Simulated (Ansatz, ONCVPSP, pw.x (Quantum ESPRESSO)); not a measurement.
## What a changed setting does to a pw.x run (sc P)

Potential: optimised norm-conserving Vanderbilt (ONCV), ONCVPSP 4.0.1.1 (patched build), PBE; core [Ne], reference 3s2 3p3; waves: 3s: rc 1.55 bohr, ncon 4, nbas 7, qcut 4.7 1/bohr, 2 projectors, debl 1.1 Ha; 3p: rc 1.80 bohr, ncon 5, nbas 9, qcut 5.5 1/bohr, 1 projector; d scattering state at 0.05 Ha: rc 1.90 bohr, ncon 5, nbas 9, qcut 5.5 1/bohr, 2 projectors, debl 0.5 Ha; local part: polynomial inside 1.25 bohr (lpopt 5, dvloc0 -1 Ha); core correction: Teter function, fcfact 5, rcfact 1.3.

The reference run (k-mesh 13³, cutoffs 50/200 Ry, Fermi–Dirac 0.01 Ry, mixing_beta 0.4, conv_thr 1e-9, no spin) gives -0.20 GPa at 14.621 Å³/atom, where all-electron LAPW gives 0.27 GPa. This run, with its own iteration cap, changes diagonalization to cg.

```
&control
  calculation='scf', prefix='x', pseudo_dir='./', outdir='./tmp', tstress=.true., disk_io='none'
/
&system
  ibrav=0, nat=1, ntyp=1, ecutwfc=50, ecutrho=200, nbnd=9,
  occupations='smearing', smearing='fd', degauss=0.01
/
&electrons
  conv_thr=1e-09, mixing_beta=0.4, electron_maxstep=50, diagonalization='cg'
/
ATOMIC_SPECIES
P 1.0 P.UPF
CELL_PARAMETERS angstrom
  2.44526365 0.00000000 0.00000000
  0.00000000 2.44526365 0.00000000
  0.00000000 0.00000000 2.44526365
ATOMIC_POSITIONS crystal
P 0.0000 0.0000 0.0000
K_POINTS automatic
13 13 13 0 0 0
```

```bash
pw.x < P.scf.in > P.scf.out
```

Q: How does the run end?

A: It converges in 6 iterations; the free energy moves by +0.0 meV/atom and the pressure by +0.00 GPa. The result is that of the reference run.

```
Message from routine setup:
     using ibrav=0 with symmetry is DISCOURAGED, use correct ibrav instead
     lattice parameter (alat)  =       4.6209  a.u.
     unit-cell volume          =      98.6674 (a.u.)^3
     number of electrons       =         5.00
     number of Kohn-Sham states=            9
     kinetic-energy cutoff     =      50.0000  Ry
     charge density cutoff     =     200.0000  Ry
     scf convergence threshold =      1.0E-09
     Exchange-correlation= PBE
     number of k points=    84  Fermi-Dirac smearing, width (Ry)=  0.0100
     iteration #  1     ecut=    50.00 Ry     beta= 0.40
     total energy              =     -14.22870745 Ry
     estimated scf accuracy    <       0.00523706 Ry
     iteration #  2     ecut=    50.00 Ry     beta= 0.40
     total energy              =     -14.22884648 Ry
     estimated scf accuracy    <       0.00190566 Ry
     iteration #  3     ecut=    50.00 Ry     beta= 0.40
     total energy              =     -14.22886042 Ry
     estimated scf accuracy    <       0.00000057 Ry
     iteration #  4     ecut=    50.00 Ry     beta= 0.40
     total energy              =     -14.22886193 Ry
     estimated scf accuracy    <       0.00000019 Ry
     iteration #  5     ecut=    50.00 Ry     beta= 0.40
     total energy              =     -14.22886198 Ry
     estimated scf accuracy    <          5.1E-09 Ry
     iteration #  6     ecut=    50.00 Ry     beta= 0.40
     the Fermi energy is    11.0335 ev
!    total energy              =     -14.22886198 Ry
     estimated scf accuracy    <          6.0E-10 Ry
     smearing contrib. (-TS)   =      -0.00128919 Ry
     The total energy is F=E-TS. E is the sum of the following terms:
     one-electron contribution =       5.32023895 Ry
     hartree contribution      =       0.42188396 Ry
     xc contribution           =      -4.61927354 Ry
     ewald contribution        =     -15.35042215 Ry
     convergence has been achieved in   6 iterations
          total   stress  (Ry/bohr**3)                   (kbar)     P=       -1.99
     Message from routine punch:
     Nothing written, as per user request (disk_io='none')
```

The run took about 11 s on one core of a shared host (Neoverse-N1, 64 threads, 124 GiB, load 58).
